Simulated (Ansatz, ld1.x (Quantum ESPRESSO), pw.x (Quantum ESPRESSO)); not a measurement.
# platinum (Pt) (bcc): variants of one TM potential in the solid

```
Element                 : platinum (Pt)
Generator               : ld1.x (Quantum ESPRESSO) 7.5
Type                    : norm-conserving Troullier–Martins (Kleinman–Bylander form)
Functional              : PBE
Relativity              : scalar-relativistic
Frozen core             : [Xe] 4f14
Valence charge          : 10
Reference configuration : 5d9 6s1 6p0
Partial waves           : 6p (bound, empty): rc 3.50 bohr; 5d (bound): rc 1.55 bohr; 5f channel at -0.1 Ry: rc 3.65 bohr; 6s (bound): rc 1.75 bohr
Local potential         : the s channel
Core correction         : a·sin(br)/r model core inside 1.25 bohr
```

Crystal test: bcc Pt in pw.x 7.5, no spin, 15³ k-points, Fermi–Dirac smearing 0.01 Ry, cutoffs set for each file from its atomic test. The reference is all-electron LAPW (Ansatz 0.2.0) with the same functional, mesh and smearing; V0 and B0 come from Birch–Murnaghan fits to the pressures at five volumes. Errors are pseudo minus all-electron; Δ is the rms difference of the E(V) curves that follow from these fits, minima aligned, over ±6 % about the mean V0. Mesh and smearing are coarse, so the numbers serve the comparison and aren't converged zero-temperature values; the lattice is a test structure that the element need not adopt.

All-electron: a0 = 3.165 Å (V0 = 15.85 Å³/atom), B0 = 235.3 GPa.

Base: The largest radius (3.65 bohr) exceeds half the bond length (2.59 bohr), so the spheres overlap, which is one possible source of error among others.

2 further variants are left out: they gave no file fit for a test, a broken result, the same result as the base, or pressures whose basis-set error rivals the error shown.

| change | cutoffs (Ry) | pw.x | a0 (Å) | a0 error (%) | B0 error (%) | Δ (meV/atom) | mean pressure error (GPa) |
| --- | --- | --- | --- | --- | --- | --- | --- |
| base | 85/340 | converged | 3.167 | +0.07 | -2.1 | 1.7 | +0.49 |
| wave 6p (bound): rc 3.50 bohr becomes 6p (bound): rc 4.60 bohr | 85/340 | converged | 3.195 | +0.97 | -1.4 | 24.1 | +7.37 |
| wave 6p (bound): rc 3.50 bohr becomes 6p (bound): rc 4.90 bohr | 85/340 | converged | 3.210 | +1.44 | -2.1 | 35.8 | +11.25 |

Give the row for: wave 6p (bound): rc 3.50 bohr becomes 6p (bound): rc 3.88 bohr.

pw.x: converged; mean pressure error (GPa): +2.24; a0 (Å): 3.175; a0 error (%): +0.31; B0 error (%): -1.5; Δ (meV/atom): 7.7.
